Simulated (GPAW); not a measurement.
Al2Au:

```
Au Al
1.0
     0.00000    3.00000    3.00000
     3.00000    0.00000    3.00000
     3.00000    3.00000    0.00000
Au Al
1 2
Direct
  0.00000 0.00000 0.00000
  0.75000 0.75000 0.75000
  0.25000 0.25000 0.25000
```

Base run:

| Quantity | Value |
| --- | --- |
| Program | GPAW 26.7.0 |
| Functional | RPBE |
| Potentials or basis | the program's PAW data sets (release 1.2.1) made for this functional |
| Cutoff | 600 eV |
| Basis | pw |
| k mesh | 8 × 8 × 8 |
| Occupations | fermi-dirac, width 0.05 eV |
| Spin | no spin polarisation |

Its results: pressure 5.8 GPa.

The run is repeated on the same cell with these changes: functional from RPBE to LDA. What comes out?

Pressure -2.3 GPa.

LDA binds more tightly than RPBE, so the same cell stands under less pressure.

Caveats: with this Au data set, volumes or pressures lay over 1.5 % or 2 GPa off other programs in two to four cells of ten.
